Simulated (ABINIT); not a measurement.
# BN (F-43m) in ABINIT: single point with PBE

Aim: the single point of BN with PBE.

All numbers are computed with ABINIT 10.8.3 (patched build); they aren't measurements. Logs are shortened: lines on timing, memory, paths and dates and some standing lists are left out, and cuts for length are marked. The log counts tension as positive stress, the text compression.

**What was measured.**

From a printed reference work, monograph, for a bulk crystal of BN at 300 K: band gap 6.4 eV (indirect).

The results are compared with them further down.

## (1) The crystal as given

It takes space group F-43m (No. 216, cubic). The conventional cell has a = 3.626 Å, b = 3.626 Å, c = 3.626 Å, α = 90.00°, β = 90.00°, γ = 90.00°. N (site symmetry -43m) has 4 B at 1.57 Å as nearest neighbours. Around B (site symmetry -43m) lie 4 N at 1.57 Å.

The cell is a database's computed one.

## (2) Single point, PBE

Input file run.abi:

```
pp_dirpath "./"
pseudos "N.upf, B.upf"

acell 2.5639706028 2.5639706028 2.5639706028 Angstrom
rprim
     0.0000000000     0.7071067812     0.7071067812
     0.7071067812     0.0000000000     0.7071067812
     0.7071067812     0.7071067812     0.0000000000
ntypat 2
znucl 7 5
natom 2
typat 1 2
xred
     0.2500000000     0.2500000000     0.2500000000
     0.0000000000     0.0000000000     0.0000000000

ecut 35.0

kptopt 1
ngkpt 10 10 10
nshiftk 1
shiftk 0.0 0.0 0.0

ixc 11

nband 8
occopt 3
tsmear 0.00183747

nstep 100
tolvrs 1.0e-10

iomode 3
prtwf 0
prteig 0
prtebands 0
prtden 1
prtvha 1
prtvclmb 1
prtpot 1
prtelf 1
```

Potentials or basis: PseudoDojo NC SR PBE v0.4.1 standard.

Command:

```bash
abinit run.abi > log 2>&1
```

run.abo:

```text
.Version 10.8.3 of ABINIT
 Symmetries : space group F-4 3 m (#216); Bravais cF (face-center cubic)
================================================================================
 Values of the parameters that define the memory need of the present run
     intxc =       0    ionmov =       0      iscf =       7    lmnmax =       4
     lnmax =       4     mgfft =      27  mpssoang =       2    mqgrid =    3001
     natom =       2  nloc_mem =       1    nspden =       1   nspinor =       1
    nsppol =       1      nsym =      24    n1xccc =    2501    ntypat =       2
    occopt =       3   xclevel =       2
       mpw =         812          nfft =       19683          nkpt =          47
================================================================================
================================================================================

--------------------------------------------------------------------------------
------------- Echo of variables that govern the present computation ------------
--------------------------------------------------------------------------------
 -outvars: echo values of preprocessed input variables --------
            acell      4.8452022342E+00  4.8452022342E+00  4.8452022342E+00 Bohr
              amu      1.40067400E+01  1.08110000E+01
             ecut      3.50000000E+01 Hartree
              ixc          11
         kptrlatt       10    0    0      0   10    0      0    0   10
          kptrlen      4.84520223E+01
            natom           2
            nband           8
            ngfft          27      27      27
             nkpt          47
            nstep         100
             nsym          24
           ntypat           2
           occopt           3
        prtebands           0
           prteig           0
           prtelf           1
           prtpot           1
         prtvclmb           1
           prtvha           1
            prtwf           0
            rprim      0.0000000000E+00  7.0710678120E-01  7.0710678120E-01
                       7.0710678120E-01  0.0000000000E+00  7.0710678120E-01
                       7.0710678120E-01  7.0710678120E-01  0.0000000000E+00
          spgroup         216
           tolvrs      1.00000000E-10
           tsmear      1.83747000E-03 Hartree
            typat      1  2
           xangst      9.0650050002E-01  9.0650050002E-01  9.0650050002E-01
                       0.0000000000E+00  0.0000000000E+00  0.0000000000E+00
            xcart      1.7130376780E+00  1.7130376780E+00  1.7130376780E+00
                       0.0000000000E+00  0.0000000000E+00  0.0000000000E+00
             xred      2.5000000000E-01  2.5000000000E-01  2.5000000000E-01
                       0.0000000000E+00  0.0000000000E+00  0.0000000000E+00
            znucl        7.00000    5.00000

================================================================================

 chkinp: Checking input parameters for consistency.

================================================================================
== DATASET  1 ==================================================================

--- !DatasetInfo
iteration_state: {dtset: 1, }
dimensions: {natom: 2, nkpt: 47, mband: 8, nsppol: 1, nspinor: 1, nspden: 1, mpw: 812, }
cutoff_energies: {ecut:  35.0, pawecutdg:  -1.0, }
electrons: {nelect:   8.00000000E+00, charge:   0.00000000E+00, occopt:   3.00000000E+00, tsmear:   1.83747000E-03, }
meta: {optdriver: 0, ionmov: 0, optcell: 0, iscf: 7, paral_kgb: 0, }
...

 Exchange-correlation functional for the present dataset will be:
  GGA: Perdew-Burke-Ernzerhof functional - ixc=11
  J.P.Perdew, K.Burke, M.Ernzerhof, PRL 77, 3865 (1996)

 Real(R)+Recip(G) space primitive vectors, cartesian coordinates (Bohr,Bohr^-1):
 R(1)=  0.0000000  3.4260754  3.4260754  G(1)= -0.1459396  0.1459396  0.1459396
 R(2)=  3.4260754  0.0000000  3.4260754  G(2)=  0.1459396 -0.1459396  0.1459396
 R(3)=  3.4260754  3.4260754  0.0000000  G(3)=  0.1459396  0.1459396 -0.1459396
 Unit cell volume ucvol=  8.0430493E+01 bohr^3
 Angles (23,13,12)=  6.00000000E+01  6.00000000E+01  6.00000000E+01 degrees

 getcut: wavevector=  0.0000  0.0000  0.0000  ngfft=  27  27  27
         ecut(hartree)=     35.000   => boxcut(ratio)=   2.01792

--- Pseudopotential description ------------------------------------------------
- pspini: atom type   1  psp file is ./N.upf
12 -101130 1 -1 1058                          pspcod,pspxc,lmax,lloc,mmax
     nproj     2     2

- pspini: atom type   2  psp file is ./B.upf
12 -101130 1 -1 1534                          pspcod,pspxc,lmax,lloc,mmax
     nproj     2     2

   6.87857989E+01                                ecore*ucvol(ha*bohr**3)
--------------------------------------------------------------------------------

================================================================================

--- !BeginCycle
iteration_state: {dtset: 1, }
solver: {iscf: 7, nstep: 100, nline: 4, wfoptalg: 0, }
tolerances: {tolvrs: 1.00E-10, }
...

     iter   Etot(hartree)      deltaE(h)  residm     vres2
 ETOT  1  -13.355895610356    -1.336E+01 2.125E-01 1.051E+02
 ETOT  2  -13.372452882007    -1.656E-02 1.036E-02 8.152E+01
 ETOT  3  -13.402364734715    -2.991E-02 3.306E-03 1.233E-01
 ETOT  4  -13.402407012504    -4.228E-05 3.096E-04 1.038E-03
 ETOT  5  -13.402407133873    -1.214E-07 9.772E-05 4.210E-05
 ETOT  6  -13.402407143271    -9.398E-09 2.781E-05 1.938E-07
 ETOT  7  -13.402407143300    -2.882E-11 1.218E-05 2.311E-09
 ETOT  8  -13.402407143300    -4.583E-13 3.302E-06 8.830E-11

 At SCF step    8       vres2   =  8.83E-11 < tolvrs=  1.00E-10 =>converged.

 Compute ELF
--------------------------------------------------------------------------------

 Compute kinetic energy density

 Compute gradient of the electron density
 Electron Localization Function (ELF) [min:0;max:1]
)     Maximum=    9.2771E-01  at reduced coord.    0.1111    0.1481    0.6296
)     Minimum=    1.0884E-06  at reduced coord.    0.0000    0.0000    0.0000
   Integrated=    3.2864E+01

--------------------------------------------------------------------------------
 End of ELF section

 Cartesian components of stress tensor (hartree/bohr^3)
  sigma(1 1)=  6.65205686E-05  sigma(3 2)=  0.00000000E+00
  sigma(2 2)=  6.65205686E-05  sigma(3 1)=  0.00000000E+00
  sigma(3 3)=  6.65205686E-05  sigma(2 1)=  0.00000000E+00

--- !ResultsGS
iteration_state: {dtset: 1, }
comment   : Summary of ground state results
lattice_vectors:
- [  0.0000000,   3.4260754,   3.4260754, ]
- [  3.4260754,   0.0000000,   3.4260754, ]
- [  3.4260754,   3.4260754,   0.0000000, ]
lattice_lengths: [   4.84520,    4.84520,    4.84520, ]
lattice_angles: [ 60.000,  60.000,  60.000, ] # degrees, (23, 13, 12)
lattice_volume:   8.0430493E+01
convergence: {deltae: -4.583E-13, res2:  8.830E-11, residm:  3.302E-06, diffor: null, }
etotal    :  -1.34024071E+01
entropy   :   0.00000000E+00
fermie    :   3.48692912E-01
cartesian_stress_tensor: # hartree/bohr^3
- [  6.65205686E-05,   0.00000000E+00,   0.00000000E+00, ]
- [  0.00000000E+00,   6.65205686E-05,   0.00000000E+00, ]
- [  0.00000000E+00,   0.00000000E+00,   6.65205686E-05, ]
pressure_GPa:  -1.9571E+00
xred      :
- [  2.5000E-01,   2.5000E-01,   2.5000E-01,  N]
- [  0.0000E+00,   0.0000E+00,   0.0000E+00,  B]
cartesian_forces: # hartree/bohr
- [  4.91204393E-30,   4.91204393E-30,  -1.47361318E-29, ]
- [ -4.91204393E-30,  -4.91204393E-30,   1.47361318E-29, ]
force_length_stats: {min:   1.62914067E-29, max:   1.62914067E-29, mean:   1.62914067E-29, }
...

 Integrated electronic density in atomic spheres:
 ------------------------------------------------
 Atom  Sphere_radius  Integrated_density
    1        2.00000          5.73641745
    2        2.00000          3.29697301
================================================================================

 ----iterations are completed or convergence reached----

 Mean square residual over all n,k,spin=   24.546E-09; max=  33.023E-07
 reduced coordinates (array xred) for    2 atoms
       0.250000000000      0.250000000000      0.250000000000
       0.000000000000      0.000000000000      0.000000000000
 rms dE/dt=  4.7600E-29; max dE/dt=  6.7316E-29; dE/dt below (all hartree)
    1       0.000000000000      0.000000000000      0.000000000000
    2      -0.000000000000     -0.000000000000      0.000000000000

 cartesian coordinates (angstrom) at end:
    1      0.90650050001867     0.90650050001867     0.90650050001867
    2      0.00000000000000     0.00000000000000     0.00000000000000

 cartesian forces (hartree/bohr) at end:
    1      0.00000000000000     0.00000000000000    -0.00000000000000
    2     -0.00000000000000    -0.00000000000000     0.00000000000000
 frms,max,avg= 9.4058480E-30 1.4736132E-29   0.000E+00  0.000E+00  0.000E+00 h/b

 cartesian forces (eV/Angstrom) at end:
    1      0.00000000000000     0.00000000000000    -0.00000000000000
    2     -0.00000000000000    -0.00000000000000     0.00000000000000
 frms,max,avg= 4.8366815E-28 7.5776236E-28   0.000E+00  0.000E+00  0.000E+00 e/A
 length scales=  4.845202234171  4.845202234171  4.845202234171 bohr
              =  2.563970602800  2.563970602800  2.563970602800 angstroms
 Fermi (or HOMO) energy (hartree) =   0.34869   Average Vxc (hartree)=  -0.47282
 Eigenvalues (hartree) for nkpt=  47  k points:
 kpt#   1, nband=  8, wtk=  0.00100, kpt=  0.0000  0.0000  0.0000 (reduced coord)
  -0.44120    0.29778    0.29778    0.29778    0.62237    0.62237    0.62237    0.67323
      occupation numbers for kpt#   1
   2.00000    2.00000    2.00000    2.00000    0.00000    0.00000    0.00000    0.00000
 prteigrs : prtvol=0 or 1, do not print more k-points.

--- !EnergyTerms
iteration_state     : {dtset: 1, }
comment             : Components of total free energy in Hartree
kinetic             :  9.38522378970747E+00
hartree             :  1.80032602198696E+00
xc                  : -4.36505107104502E+00
Ewald energy        : -1.31304313915655E+01
psp_core            :  8.55220410240735E-01
local_psp           : -6.88609214346975E+00
non_local_psp       : -1.06160275915486E+00
internal            : -1.34024071433000E+01
'-kT*entropy'       :  3.65122132046298E-16
total_energy        : -1.34024071433000E+01
total_energy_eV     : -3.64698077402231E+02
band_energy         :  8.27852896746253E-02
...

 Cartesian components of stress tensor (hartree/bohr^3)
  sigma(1 1)=  6.65205686E-05  sigma(3 2)=  0.00000000E+00
  sigma(2 2)=  6.65205686E-05  sigma(3 1)=  0.00000000E+00
  sigma(3 3)=  6.65205686E-05  sigma(2 1)=  0.00000000E+00

-Cartesian components of stress tensor (GPa)         [Pressure= -1.9571E+00 GPa]
- sigma(1 1)=  1.95710270E+00  sigma(3 2)=  0.00000000E+00
- sigma(2 2)=  1.95710270E+00  sigma(3 1)=  0.00000000E+00
- sigma(3 3)=  1.95710270E+00  sigma(2 1)=  0.00000000E+00

== END DATASET(S) ==============================================================
================================================================================

 -outvars: echo values of variables after computation  --------
            acell      4.8452022342E+00  4.8452022342E+00  4.8452022342E+00 Bohr
           etotal     -1.3402407143E+01
            fcart      4.9120439266E-30  4.9120439266E-30 -1.4736131780E-29
                      -4.9120439266E-30 -4.9120439266E-30  1.4736131780E-29
            rprim      0.0000000000E+00  7.0710678120E-01  7.0710678120E-01
                       7.0710678120E-01  0.0000000000E+00  7.0710678120E-01
                       7.0710678120E-01  7.0710678120E-01  0.0000000000E+00
           strten      6.6520568607E-05  6.6520568607E-05  6.6520568607E-05
                       0.0000000000E+00  0.0000000000E+00  0.0000000000E+00
           xangst      9.0650050002E-01  9.0650050002E-01  9.0650050002E-01
                       0.0000000000E+00  0.0000000000E+00  0.0000000000E+00
             xred      2.5000000000E-01  2.5000000000E-01  2.5000000000E-01
                       0.0000000000E+00  0.0000000000E+00  0.0000000000E+00
 Calculation completed.
```

Run time: 8 s. Hardware: 1 thread of Arm Neoverse V1, shared host; peak memory 0.06 GiB.

What came out:

```
Free energy                                       : -364.6981 eV
Pressure                                          : -2.0 GPa
Band gap on the k mesh                            : 4.52 eV, indirect (least direct gap 8.83 eV)
All electrons inside the program's atomic spheres : N 5.74; B 3.30
```

## (3) How close it comes

Step 2. A measured gap of BN is 6.4 eV (indirect; 300 K; a printed reference work, monograph); the calculated 4.52 eV misses it by -1.88 eV. The value is that of PBE on a finite k mesh, which can miss the band edges, without temperature or zero-point motion. Semilocal functionals fall short of measured gaps as a rule. The cell is a database's relaxed one, not the measured one, which moves gaps too.
